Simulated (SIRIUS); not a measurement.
SnTe: changing the dispersion correction

The cell as given:

```
CELL_PARAMETERS angstrom
0.00000 3.15085 3.15085
3.15085 0.00000 3.15085
3.15085 3.15085 0.00000
ATOMIC_POSITIONS crystal
Te 0.50000 0.50000 0.50000
Sn 0.00000 0.00000 0.00000
```

Kept alike: task relaxation of cell and atoms; functional PBE; k mesh 3 × 3 × 3; occupations fermi-dirac, width 0.05 eV; no spin polarisation. Program: SIRIUS, PseudoDojo 0.4.1 PBE standard (scalar relativistic), cutoff 1102 eV. The mesh is that of the run's cell of 2 atoms. No spin-orbit coupling.

| dispersion correction | volume (Å³/atom) |
| --- | --- |
| D3(zero) | 32.067 |
| D3(BJ) | 31.389 |
| D4 | 31.295 |
| none | 32.766 |

The k mesh is coarse, so the values aren't converged. The relaxations keep at least the cell's symmetry (Fm-3m). Relaxations stop with a little pressure left, so the last digits of a volume or edge aren't settled.

Question: What does the dispersion correction change here?

Answer: The volume runs from 31.295 (D4) to 32.766 Å³/atom (none). Against no correction: D3(zero) -2.1 %; D3(BJ) -4.2 %; D4 -4.5 %. Dispersion terms mostly attract and so lower the volume; the schemes' coefficients and damping set how far.

All three corrections contract SnTe, but the two D3 variants differ more from each other than D3(BJ) does from D4. This suggests that the damping matters more here than the change from D3 to D4 coefficients. Zero damping suppresses the attraction at short range, whereas the Becke-Johnson form, also used in D4, leaves a finite contribution at bonding distances. In a dense rocksalt lattice, the nearest neighbours lie where these forms differ.

The cohesion itself comes mainly from polar Sn-Te bonding through p orbitals, with dispersion between the large, polarisable atoms as a secondary attraction. PBE tends to underbind heavy-element tellurides, so a smaller volume is a change in the expected direction. Part of the contraction probably compensates for the functional's description of the bonds rather than supplying only missing long-range correlation. The volumes alone don't show how the corrections affect the ferroelectric off-centring of SnTe, an instability that is sensitive to volume.
